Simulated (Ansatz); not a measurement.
# Rh(100) / 3 layers Cu(100) / Rh(100): resistance against film thickness

How does the resistance across the layers grow with the film in Rh(100) / 3 layers Cu(100) / Rh(100)?

Main program and level: Ansatz 0.2.0; Ansatz plane-wave DFT, LDA, PAW files; ballistic transport by layer matching (Landauer), zero bias.

**1. Starting point**

The cell holds 11 atoms: 8 Rh and 3 Cu. Its edges and angles: a = 2.689 Å, b = 2.689 Å, c = 20.201 Å, α = 86.2°, β = 86.2°, γ = 90.0°. It derives from Rh and Cu. Regions: lead, 8 atoms (8 Rh); films, 3 atoms (3 Cu). The structure is stacked along c, and the current runs across the ab planes.

Structure file:

```cif
data_structure
_symmetry_space_group_name_H-M 'P 1'
_symmetry_Int_Tables_number 1
_cell_length_a 2.6892
_cell_length_b 2.6892
_cell_length_c 20.2013
_cell_angle_alpha 86.184
_cell_angle_beta 86.184
_cell_angle_gamma 90.000
_cell_volume 145.44
loop_
_atom_site_label
_atom_site_type_symbol
_atom_site_fract_x
_atom_site_fract_y
_atom_site_fract_z
_atom_site_occupancy
Rh1 Rh 0.97636 0.97636 0.04727 1
Rh2 Rh 0.42909 0.42909 0.14182 1
Rh3 Rh 0.88181 0.88181 0.23637 1
Rh4 Rh 0.33454 0.33454 0.33092 1
Cu5 Cu 0.79060 0.79060 0.41880 1
Cu6 Cu 0.25000 0.25000 0.50000 1
Cu7 Cu 0.70940 0.70940 0.58120 1
Rh8 Rh 0.16546 0.16546 0.66908 1
Rh9 Rh 0.61819 0.61819 0.76363 1
Rh10 Rh 0.07091 0.07091 0.85818 1
Rh11 Rh 0.52364 0.52364 0.95273 1
```

**2. With 3 layers**

The film is laid into the lead at the lead's in-plane lattice, and the cell closes on the lead's own image. The mesh across the current, 28×28, is finer than the density's, because channels open and close sharply across the zone. Energies from -1 to 1 eV in steps of 0.036 eV cover the slope of the Fermi function at 300 K, so the program can form a conductance.

Input file input.yaml:

```yaml
crystal:
  lattice:
    - [2.6891977995, 0.0, 0.0]
    - [0.0, 2.6891977995, 0.0]
    - [1.3445988998, 1.3445988998, 20.1116122774]
  atoms:
    - { symbol: Rh, position: [0.9763625366, 0.9763625366, 0.0472749269] }
    - { symbol: Rh, position: [0.4290876097, 0.4290876097, 0.1418247807] }
    - { symbol: Rh, position: [0.8818126828, 0.8818126828, 0.2363746344] }
    - { symbol: Rh, position: [0.3345377559, 0.3345377559, 0.3309244882] }
    - { symbol: Cu, position: [0.790600195, 0.790600195, 0.4187996101] }
    - { symbol: Cu, position: [0.25, 0.25, 0.5] }
    - { symbol: Cu, position: [0.709399805, 0.709399805, 0.5812003899] }
    - { symbol: Rh, position: [0.1654622441, 0.1654622441, 0.6690755118] }
    - { symbol: Rh, position: [0.6181873172, 0.6181873172, 0.7636253656] }
    - { symbol: Rh, position: [0.0709123903, 0.0709123903, 0.8581752193] }
    - { symbol: Rh, position: [0.5236374634, 0.5236374634, 0.9527250731] }
kpoints:
  mp_grid: { grid: [14, 14, 2] }
hamiltonian:
  xc: lda
scf:
  occupations: { method: fermi_dirac, width: 0.1 }
output:
  transmission: { leads: [[0, 1]], kmesh: [28, 28], e_range: [-1.0, 1.0], de: 0.036 }
  write_potential: true
  write_density: true
  volumetric_format: npy
  elf: true
```

The run is started by

```console
> ansatz run input.yaml --threads 4 --pin off --max-ram 8192MiB --backend cpu --events-out ev --progress --plain --runs-dir out
```

Numbers of over 12 decimals in the logs are rounded to 6 here.

What it wrote:

```text
Warning: crystal.symmetry: narrowed to the stabiliser of the k-point mesh — unitary ops 16 → 4; excluded 12 operations that carry a point of the 14×14×2 mesh (shift [0, 0, 0]) off the mesh (the run samples exactly the mesh kpoints.mp_grid names, as under crystal.symmetry.detect: false, and its converged state has the mesh's symmetry, not the crystal's; ε∞, the Born charges and the force constants of a linear response (`dielectric:` by the response, `phonons.method: dfpt`) are averaged over those of the crystal's operations that the state keeps within a tolerance, where `mesh_tensors`, `unaveraged_element` or `gamma_mean_max_change_ev_ang2` stands beside them; [rest of the remark cut]
Engine: ansatz 0.2.0, aarch64-unknown-linux-gnu
Pseudopotentials: kind: paw
Pseudopotential: Rh, paw, valence charge 17, recommended cutoff 420 eV (normal), Rh.paw.azcp
Pseudopotential: Cu, paw, valence charge 19, recommended cutoff 420 eV (normal), Cu.paw.azcp
Functional definition: SPW92
  exchange = slater_x
  correlation = pw_c
Crystal: 11 atoms, lattice volume = 145.443 Å³
Basis set: ecut = 420 eV, 2879 PW (Γ)
Bands: 116, of which v1, the nominal top of the filled ones, is band 97 counted from 1 (96 counted from 0)
Symmetry: 4 space group operations
k-points: 114 of 392
Non-local potential: Rh, projectors of the file, l = 0: 3, l = 1: 2, l = 2: 2, l = 3: 1
Non-local potential: Cu, projectors of the file, l = 0: 3, l = 1: 2, l = 2: 3, l = 3: 1
PAW form: soft (Blöchl's): semilocal exchange-correlation on the pseudo side does not see the compensation charge
PAW frozen core: Rh, regenerated for the run's functional, and the local potential with it (the file was generated under x = pbe(κ = 0.804, μ = 0.219515), c = pbe(β = 0.066725))
PAW frozen core: Cu, regenerated for the run's functional, and the local potential with it (the file was generated under x = pbe(κ = 0.804, μ = 0.219515), c = pbe(β = 0.066725))
PAW one-centre angular grid: Rh, 590 points (default); XC on 64 Gauss nodes
PAW one-centre angular grid: Cu, 590 points (default); XC on 64 Gauss nodes
Initial density: superposition of atomic densities (neutral atoms: chi_scale 0, normalization atom), corrected by the library's trained network
Initial wavefunctions: pseudopotential atomic-orbital guess
Functional: x = slater, c = lda
SCF iter   1: F=—  HF=-69896.230765 eV  |F-HF|=—  |Δ(HF+E_count)|=         —  Δρ=1.73e-2  dr2=7.12e0  ethr=1.77e-3  ⟨swp⟩=5.2  Hψ=40902  notcnv=0  defer=382
preconditioner: auto → Kerker (q_TF=auto, 2.860 Å⁻¹)  [metal: Δε(μ)=0.022 eV  Ē_g=7.418 eV  σ=0.100 eV  W_gap=0.05  n_scr=58 (ndim 8)  ℏωp=31.6 eV  f_vac=0.000  D(μ)=11.77/eV (n_scr^D=156)]
SCF iter   2: F=—  HF=-69896.142860 eV  |F-HF|=—  |Δ(HF+E_count)|=   8.79e-2  Δρ=9.23e-3  dr2=3.33e0  ethr=1.77e-3  ⟨swp⟩=1.0  Hψ=15280  notcnv=0  defer=380
SCF iter   3: F=—  HF=-69896.085178 eV  |F-HF|=—  |Δ(HF+E_count)|=   5.77e-2  Δρ=3.43e-3  dr2=1.44e-1  ethr=1.72e-3  ⟨swp⟩=1.6  Hψ=12797  notcnv=0  defer=381
SCF iter   4: F=—  HF=-69896.080712 eV  |F-HF|=—  |Δ(HF+E_count)|=   4.47e-3  Δρ=2.87e-3  dr2=7.89e-2  ethr=7.45e-5  ⟨swp⟩=2.0  Hψ=19719  notcnv=0  defer=527
SCF iter   5: F=—  HF=-69896.077989 eV  |F-HF|=—  |Δ(HF+E_count)|=   2.72e-3  Δρ=9.02e-4  dr2=1.12e-3  ethr=4.09e-5  ⟨swp⟩=1.0  Hψ=12662  notcnv=0  defer=527
SCF iter   6: F=—  HF=-69896.077766 eV  |F-HF|=—  |Δ(HF+E_count)|=   2.23e-4  Δρ=2.57e-4  dr2=1.55e-4  ethr=5.82e-7  ⟨swp⟩=2.0  Hψ=17429  notcnv=0  defer=537
SCF iter   7: F=—  HF=-69896.077769 eV  |F-HF|=—  |Δ(HF+E_count)|=   2.92e-6  Δρ=1.56e-4  dr2=4.44e-5  ethr=8.01e-8  ⟨swp⟩=2.0  Hψ=22603  notcnv=0  defer=537
SCF iter   8: F=—  HF=-69896.077766 eV  |F-HF|=—  |Δ(HF+E_count)|=   3.54e-6  Δρ=8.56e-5  dr2=9.19e-6  ethr=2.30e-8  ⟨swp⟩=2.0  Hψ=23137  notcnv=0  defer=537
SCF iter   9: F=—  HF=-69896.077765 eV  |F-HF|=—  |Δ(HF+E_count)|=   1.26e-6  Δρ=1.23e-5  dr2=5.34e-7  ethr=4.76e-9  ⟨swp⟩=2.0  Hψ=16440  notcnv=0  defer=537
SCF iter  10: F=-69896.077764 eV  HF=-69896.077765 eV  |F-HF|=7.53e-8  |Δ(HF+E_count)|=   2.51e-8  Δρ=3.65e-6  dr2=8.11e-8  ethr=5.18e-11  ⟨swp⟩=8.4  Hψ=35522  notcnv=0
SCF 1 converged in 10 iterations: F = -69896.077764 eV  dr2 = 8.11e-8
  greatest PAW one-centre occupation: 1.000 electrons in one spin orbital (limit 2), on the Cu atom at site 5 (counted from 0), in its partial waves of l = 0
transmission: 781 of 7807 steps passed
transmission: 1562 of 7807 steps passed
[...]
transmission: 7807 of 7807 steps passed
SCF converged after 10 iterations
Free energy (F): -69896.077764 eV
Harris-Foulkes:  -69896.077765 eV  (|F-HF|=7.53e-8)
Internal energy: -69895.672622 eV  (E = F + TS)
E sigma→0 (E₀):  -69895.875193 eV
Entropy (-TS):   -0.405143 eV (-36.831 meV/atom)
Fermi energy:    20.582915 eV
--- Per-component energies (eV) ---
  E_band       = -1753.531874
  E_kinetic    = 5488.081431
  E_local      = -28947.844188  (includes V_loc(G=0)·N_el)
  E_nonlocal   = 4064.376123
  E_hartree    = 11880.061667
  E_xc         = -2032.237719
  E_vxc        = -2571.955491  (∫ρ·V_xc dr)
  E_paw        = -32489.301908  (= ΣΔE_a)
  E_vpaw       = -3546.332229  (= ΣTr[D̂ρ^β])
  E_aug_tail   = 0.006614  (compensation charges beyond the density's cutoff)
  E_ewald      = -27865.143481
  E_core_change = 6.328838  (= ΣΔE_core)
  E_smearing   = -0.405143  (= −TS)
  E_closure    = 0.000000  (closes the sum)
  Σ components = -69896.077764   (vs F -69896.077764, Δ=0.00e0)
--- Band table (eV; the first three rows and the last of 114) ---
  k-point 0: bands = [... 93 lower, 19.8052, 20.0404, 20.3238, 20.4210, 20.4210, 20.6168, 20.7830, 20.8697, ... 15 higher]
  k-point 1: bands = [... 93 lower, 19.7684, 19.8057, 20.0397, 20.3245, 20.4588, 20.4588, 20.6161, 20.8703, ... 15 higher]
  k-point 2: bands = [... 93 lower, 19.8012, 19.8637, 20.0173, 20.2111, 20.3501, 20.3846, 20.6848, 20.7488, ... 15 higher]
  k-point 113: bands = [... 93 lower, 21.5814, 21.5814, 21.5926, 21.5926, 21.8697, 21.8697, 22.6879, 22.9963, ... 15 higher]
--- Transmission ---
  basis      : 69 plane waves across, 37 finite elements along
  points     : 211, standing for a mesh of 28 x 28
  filling    : by the input's occupations and mesh, since the crystals that have channels conduct as metals do. If one of these is a semiconductor, that mesh has misplaced its level
  energies   : 56 from -1.000000 to 0.980000 eV about the Fermi level, 0.036000 eV apart; the leads are filled to 0.000000 eV, and channels, transmission and decay are at 0.008000 eV
  crystal 0  : Rh1, at the sites [0, 1], period 1.9016 Å, over 15.21 Å; its Hamiltonian steps by up to 7.2 meV
    offset         : up to 0.0000 Å between an atom of the period and one for which it stands
    filled         : 16.4 meV under the level at which it is neutral
    channels       : 2.224490e0 a spin
    conductance    : 2.3662e15 S/m² at 300 K; may be off by some 0.0 % by where its bands' edges are placed, 3.5 % from the k-mesh, 0.7 % from the distance to neutral
    slowest decay  : 0.0146 /Å at (0.4286, 0.2857)
  junction   : crystal 0 to crystal 0, 0.70 to 18.91 Å
    transmission   : 7.953861e-1 a spin
    conductance    : 8.3239e14 S/m² at 300 K (8.5046e14 on every other point, 8.3067e14 on every other energy)
    error estimate : 0.2 % from the energy spacing and 0.3 % from band edges of the leads and from resonances (wavevectors taken as independent; lower de), 4.7 % from the k-mesh, 4.0 % from the steps of its leads' Hamiltonians or their offsets (lay more layers), 0.9 % from the distance to neutral
    resistance     : 7.7876e-4 Ω µm² beyond half of each lead's own
```

The job ended after 5.4 min (4 threads of Arm Neoverse V1, shared host; peak memory 1.5 GiB).

This step gave:

```yaml
free_energy: -69896.0778 eV
energy_at_zero_smearing: -69895.8752 eV
fermi_energy: 20.58 eV
cell_area: 7.232 Å²
step_of_the_lead_s_potential: 7.2 meV
ballistic_conductance_of_the_lead: 2.37e15 S/m²
estimated_errors_of_the_lead_s_conductance: 0, 3.5, 0.7 % (band edges, k-mesh, distance from neutral)
lead_conductance_per_cell: 2.209 G₀
conductance_of_the_junction: 8.32e14 S/m²
junction_conductance_per_cell: 0.7769 G₀
estimated_errors_of_the_junction_s_conductance: 0.2, 0.3, 4.7, 4, 0.9 % (energy step, band edges, k-mesh, leads' steps, distance from neutral)
area_resistance_that_the_stack_adds_contact_term_taken_off_spin_by_spin: 0.7788 fΩ m²
```

Per spin. Table of transmission, zone mean by energy, zero at the Fermi level:

```
energy (eV)  transmission, zone mean
     -1.000                    0.727
     -0.964                    0.742
     -0.892                    0.741
     -0.820                    0.714
     -0.712                    0.669
     -0.640                    0.654
     -0.532                    0.618
     -0.424                    0.667
     -0.352                    0.718
     -0.280                    0.727
     -0.244                    0.707
     -0.136                    0.723
     -0.064                    0.754
      0.008                    0.795
      0.044                    0.783
      0.080                    0.805
      0.116                    0.804
      0.224                    0.786
      0.332                    0.765
      0.404                    0.751
      0.512                    0.680
      0.620                    0.626
      0.692                    0.606
      0.800                    0.599
      0.872                    0.596
      0.980                    0.635
```

Per spin. Table of open channels, zone mean, lead by energy, zero at the Fermi level:

energy (eV), open channels, zone mean, lead and a bar from the least value:
```
   -1.000       2.10 ######################
   -0.928       2.17 #######################
   -0.856       2.14 #######################
   -0.784       2.10 ######################
   -0.712       2.02 ####################
   -0.676       2.03 #####################
   -0.604       2.06 #####################
   -0.532       2.03 #####################
   -0.460       2.07 #####################
   -0.388       2.06 #####################
   -0.316       2.09 ######################
   -0.244       2.06 #####################
   -0.172       2.08 ######################
   -0.100       2.13 #######################
   -0.028       2.19 ########################
    0.008       2.22 ########################
    0.080       2.27 #########################
    0.152       2.34 ###########################
    0.224       2.36 ###########################
    0.296       2.36 ###########################
    0.368       2.51 ##############################
    0.440       2.45 #############################
    0.512       2.25 #########################
    0.584       2.03 #####################
    0.656       1.60 ############
    0.692       1.46 ##########
    0.764       1.24 #####
    0.836       1.06 ##
    0.908       1.05 #
    0.980       0.97
```

Transmission over k1 and k2. At 0.0080 eV from the Fermi level.

Ten even steps from '0' (0.00) to '9' (1.37), each cell a mean:
```
5549685345731111137543586945
6767423667776404677766324767
6882037777777434777777730288
6830401117776666677711104038
0617705667777777777766507716
0367706677777777777776607763
2567757777777767777777757765
5677777777766666667777777776
0267767777646666646777767762
0055567777666666666777765550
0110467776656666656677764011
0055567777666666666777765550
0167767777656666656777767761
4577777777756666657777777775
3567767777777666777777767765
0367706677777777777776607763
0537705677777777777776507735
5822601127776666677721106228
6772046667777444777766640277
6876314667776404677766413678
5549664456743202347654466945
5557671013610000016310176755
```
Columns: k1 (b1) from -0.5 to 0.464; rows upwards: k2 (b2) from -0.5 to 0.464.

Open channels over k1 and k2. At 0.0080 eV from the Fermi level.

Values, 12 rows by 16 columns, each cell a mean:
```
3.78 3.33 2.10 1.16 1.29 1.69 1.96 2.00 2.49 2.00 1.88 1.47 1.10 1.55 2.65 3.67
2.12 1.92 1.90 2.31 2.43 2.76 2.57 2.29 2.78 2.41 2.59 2.67 2.43 2.14 1.76 2.16
0.65 1.31 2.67 1.49 1.86 2.10 2.14 2.14 2.14 2.14 2.14 1.98 1.86 1.69 2.57 0.90
1.82 1.65 2.80 2.06 2.00 2.00 2.00 2.08 2.14 2.02 2.00 2.00 2.00 2.37 2.57 1.39
2.00 1.92 2.47 2.43 2.00 2.00 2.76 3.04 3.29 2.92 2.33 2.00 2.00 2.78 2.04 2.00
3.35 2.12 2.63 2.43 2.00 2.24 3.08 3.94 4.00 3.63 2.78 2.00 2.00 2.82 2.24 2.49
2.49 2.00 2.22 2.43 2.00 2.12 2.98 3.67 3.86 3.41 2.57 2.00 2.00 2.61 2.04 2.00
2.00 1.80 2.67 2.43 2.00 2.00 2.37 2.53 2.71 2.43 2.16 2.00 2.00 2.86 2.16 1.88
1.14 1.59 2.76 1.69 2.00 2.00 2.00 2.00 2.00 2.00 2.00 2.00 2.00 1.88 2.71 1.08
1.33 1.29 2.47 1.53 1.71 2.45 2.55 2.43 2.59 2.47 2.57 2.08 1.71 1.80 2.22 1.20
2.76 2.55 1.76 2.08 2.43 2.27 2.12 2.00 2.33 2.08 2.06 2.43 2.31 1.90 1.98 2.88
4.00 3.51 2.14 1.04 0.94 1.84 2.00 2.49 3.35 2.12 1.98 1.61 0.51 1.69 2.59 3.94
```
Columns: k1 (b1) from -0.5 to 0.464; rows upwards: k2 (b2) from -0.5 to 0.464.

Valence density in the ca plane at fractional y = 0.071, with atoms of Rh within 0.2 Å of it. It is the smooth field of the valence electrons, not physical close to the nuclei.

Ten steps, logarithmic in the rise over the least value, from '0' (0 e/Å³) to '9' (11 e/Å³), each cell a mean:
```
48997410002588752111123432111111111246642110
36886311112478742111123542100011221123321111
23553212222356532222213432111111221112211122
11221123332223222354321211133211111233321122
12221123432111112566421001367521001367742111
24553222322222212466420001479731001589973100
47886311222345422355321001378631002589974100
58997410012477642223212221245421001479973100
```
Columns run along c (16.0 Å, from fractional 0.00 to 0.79 of the cell), rows up along a (2.7 Å).

ELF in the ca plane at fractional y = 0.071, with atoms of Rh within 0.2 Å of it. It is the smooth field of the valence electrons, not physical close to the nuclei.

Values, 5 rows by 16 columns, each cell a mean:
```
0.52 0.59 0.21 0.22 0.55 0.44 0.23 0.22 0.18 0.21 0.20 0.20 0.21 0.35 0.28 0.23
0.29 0.32 0.23 0.23 0.37 0.33 0.24 0.23 0.18 0.21 0.22 0.19 0.21 0.26 0.25 0.25
0.25 0.25 0.24 0.24 0.25 0.24 0.35 0.30 0.20 0.19 0.19 0.20 0.22 0.37 0.27 0.24
0.33 0.33 0.24 0.24 0.25 0.24 0.38 0.33 0.23 0.20 0.28 0.20 0.25 0.68 0.44 0.21
0.56 0.59 0.22 0.22 0.43 0.35 0.26 0.25 0.18 0.19 0.21 0.20 0.24 0.67 0.46 0.19
```
Columns run along c (16.0 Å, from fractional 0.00 to 0.79 of the cell), rows up along a (2.7 Å).

Electrostatic potential energy in the ca plane at fractional y = 0.071, with atoms of Rh within 0.2 Å of it. With pseudopotentials it is smooth inside the atoms' cores, unlike the true potential.

Ten even steps from '0' (-51 eV) to '9' (23 eV), each cell a mean:
```
71002899999610269999998789999999999975579999
85225899999731379999997679999999999998899999
98778999999865689999998789999999999999999999
99999998889998999877899999988899999988899999
99999998889999999644799999854689999853479999
97668999899999999744799999743489999720048999
73115899999876899866899999853589999610027999
61002899999732489999999999976799999730048999
```
Columns run along c (16.0 Å, from fractional 0.00 to 0.79 of the cell; values clipped at the 3rd and 97th percentile), rows up along a (2.7 Å).

The lead's potential steps by 7.2 meV from period to period, small in itself. The program estimates the junction's conductance to 4.7 % from the k-mesh, 0.9 % from the leads' distance from neutral and 4 % from their steps.

By hand: 1/G − 1/G_lead = 1/0.8324 − 1/2.366 = 0.779 fΩ m² with G in 10¹⁵ S/m².

(Part 1 of 2 ends here.)

[Logs are printed without paths, hosts, clocks, repeated set-up lines and the standing remarks that a program may print on its own settings, such as how far it seeks lower states.]

[Hosts, paths, dates, database ids (printed as entryN), source tags and the programs' standing remarks are cut or masked in the printed files.]
